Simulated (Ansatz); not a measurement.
The system is CoO.

```
Co O
1.0
    -1.50800    1.50800    2.10725
     1.50800   -1.50800    2.10725
     1.50800    1.50800   -2.10725
Co O
1 1
Cartesian
  0.0000 0.0000 0.0000
  0.0000 0.0000 2.1073
```

Base run:

| Property | Result |
| --- | --- |
| Program | Ansatz 0.2.0 |
| Functional | PBE |
| Potentials or basis | Ansatz PAW |
| Cutoff | 420 eV (not typed: the program's choice for these potentials) |
| k mesh | 12 × 12 × 12 |
| Occupations | fermi-dirac, width 0.05 eV |
| Spin | collinear spin, ferromagnetic start |
| Starting moments | [2.0, 0.0] μB |

Its results: band gap on the k mesh none (metal or under the smearing width); pressure 0.0 GPa; net moment 2.92 μB per cell; site moments Co +2.48; O +0.32 μB.

Problem. The run is repeated on the same cell with these changes: hubbard terms from none to Co d U = 7 eV; hubbard projectors from none to ortho-atomic (the default). What comes out?

Solution. Band gap on the k mesh 1.75 eV, indirect (least direct gap 3.31 eV); pressure 15.2 GPa; net moment 3.00 μB per cell; site moments Co +2.65; O +0.15 μB.

The U term pushes filled and empty states of the shell apart.

Caveats: a cell with one magnetic atom can't hold antiferromagnetic order, which such compounds often take; semilocal functionals often make such compounds metallic where correlation or magnetic order opens a gap, which also shifts bond lengths (some runs); the magnetic or orbital state may not be the lowest (some runs).
